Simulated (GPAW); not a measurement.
Runs of GPAW 26.7.0 on Cu. The structure is cubic, space group Fm-3m (No. 225). Conventional cell: a = 3.615 Å, b = 3.615 Å, c = 3.615 Å, α = 90.00°, β = 90.00°, γ = 90.00°. Cu (site symmetry m-3m) has 12 Cu at 2.56 Å as nearest neighbours. 

```csv
task,level,potentials or basis,spin,U,cell,k mesh,cutoff (eV),smearing,maxiter,band path,band points,U projector left unscaled,k mesh for the DOS,grid spacing,other keys,gap on the mesh (eV),pressure (GPa)
single point,LDA,"the program's PAW data sets (release 1.2.1) made for this functional, pw",off,-,as given,10 × 10 × 10,450,fermi-dirac 0.01 eV,150,-,-,-,-,-,-,none,-15.7
density of states,r2SCAN+U,"GPAW PAW data sets (gpaw-data 1.2.1), pw",off,Cu d U = 8 eV,as given,13 × 13 × 13,600,fermi-dirac 0.05 eV,150,-,-,no,19 × 19 × 19,-,-,none,(a)
single point,SOGGA+U,"PAW data sets generated in the run's folder for this functional, lcao:dzp",off,Cu d U = 4.5 eV,as given,13 × 13 × 13,-,fermi-dirac 0.05 eV,60,-,-,yes,-,0.12 Å,"several, not listed",none,-
density of states,PBEint+U,"PAW data sets generated in the run's folder for this functional, pw",off,Cu d U = 6.2 eV,cell strained at random at fixed volume,9 × 9 × 9,600,fermi-dirac 0.05 eV,150,-,-,no,13 × 13 × 13,-,-,none,-0.9
density of states,vdW-DF,"GPAW PAW data sets (gpaw-data 1.2.1), lcao:dzp",off,-,as given,13 × 13 × 13,-,fermi-dirac 0.05 eV,150,-,-,-,19 × 19 × 19,0.16 Å,-,none,-
single point,PBEint+U,"PAW data sets generated in the run's folder for this functional, pw",off,Cu d U = 6 eV,cell strained at random at fixed volume,13 × 13 × 13,600,fermi-dirac 0.05 eV,150,-,-,no,-,-,-,none,-0.9
band structure,BLYP+U,"PAW data sets generated in the run's folder for this functional, pw","SOC, no magnetisation",Cu d U = 3 eV,as given,13 × 13 × 13,900,fermi-dirac 0.05 eV,75,"GXWKGLUWLK,UX",60,no,-,-,"several, not listed",-,10.6
```

Estimate the missing entries.

(a) -1.0.

Caveats: with this Cu data set, volumes or pressures lay over 1.5 % or 2 GPa off other programs in two to four cells of ten (some runs); U without spin polarisation on a metal has little footing (some runs); the U is typed as a test and isn't derived for this compound (some runs); the PAW data sets were made with another functional, which shifts forces and pressure a little (some runs); the basis of atomic orbitals isn't converged, which shifts pressures, moduli and gaps (some runs); the cutoff is short for stress and forces, so pressures can be off by a GPa or more (some runs).

A gap of «none» marks a metal or a gap under the smearing width.

Runs at the PBE level aren't shown here.
